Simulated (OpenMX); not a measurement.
**Ir in OpenMX: the effect of volume scale**

The system is Ir.

```
CELL_PARAMETERS angstrom
0.00000 1.83569 1.83569
1.83569 0.00000 1.83569
1.83569 1.83569 0.00000
ATOMIC_POSITIONS crystal
Ir 0.00000 0.00000 0.00000
```

Alike in all runs:

* Program: OpenMX 3.8.5
* Task: single point
* Functional: PBE
* Potentials or basis: OpenMX 2013 PBE set, Ir7.0-s3p2d2f1, grid cutoff 400 Ry
* k mesh: 9 × 9 × 9
* Occupations: fermi-dirac, width 0.05 eV
* Spin: no spin polarisation

```tsv
volume scale	pressure (GPa)
0.88	87.4
0.92	57.7
0.96	32.9
1	14.2
1.04	?
1.08	-13.3
```

What does the run with volume scale 1.04 give?

Pressure -1.6 GPa.

Worked out: A parabola through the other rows of the pressure, of slope -332 GPa per unit of volume scale there, gives -2.1 GPa, against the run's -1.6.

Caveats: the basis of atomic orbitals isn't converged, which shifts pressures, moduli and gaps; the cell as given lies far from equilibrium (some runs).
